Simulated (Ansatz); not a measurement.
# Phases of Nb at 200 GPa

Structure types of Nb are relaxed in primitive cells with their symmetry kept at 200 GPa, first on PAW files, then by LAPW. The enthalpy is E + pV at zero temperature, without zero-point motion. Only the types listed were tried, and differences under about 5 meV/atom are mesh noise.

Level of theory: DFT with PBE, scalar-relativistic, in Ansatz 0.2.0; Fermi–Dirac smearing of 0.1 eV, no spin polarisation. LAPW: all electrons, basis error target 0.5 meV/atom; PAW: frozen-core files, cutoff 420 eV.

k meshes: fcc 19×19×19, bcc 19×19×19, hcp 18×18×10, simple hexagonal 18×18×17, omega 9×9×13, sc 17×17×17.

Problem. Order the types by LAPW enthalpy, lowest first.
A. simple hexagonal
B. bcc
C. omega
D. fcc
E. sc
F. hcp

Solution. B (0 meV/atom), C (481 meV/atom), F (622 meV/atom), D (689 meV/atom), A (1352 meV/atom), E (2103 meV/atom).

```
      start type                   ends as          a, b, c (Å)  V (Å³/atom)  H − H(lowest), LAPW (meV/atom)  same, PAW
             fcc                fcc, Fm-3m  3.555, 3.555, 3.555        11.23                           688.5      687.4
             bcc                bcc, Im-3m  2.816, 2.816, 2.816        11.17                             0.0        0.0
             hcp             hcp, P6_3/mmc  2.458, 2.458, 4.309        11.27                           621.7      621.2
simple hexagonal  simple hexagonal, P6/mmm  2.410, 2.410, 2.289        11.51                          1352.0     1351.3
           omega             omega, P6/mmm  4.113, 4.113, 2.320        11.33                           480.7      480.7
              sc                 sc, Pm-3m  2.273, 2.273, 2.273        11.74                          2103.1     2102.1
```

Problem. Split the lead of bcc over omega into energy and pV.

Solution. For omega less bcc: ΔE = +279.3 meV/atom, and p·ΔV = 200 GPa × +0.1614 Å³ × 6.242 meV/(GPa·Å³) = +201.4 meV/atom, together 480.7 meV/atom. bcc wins on both counts.
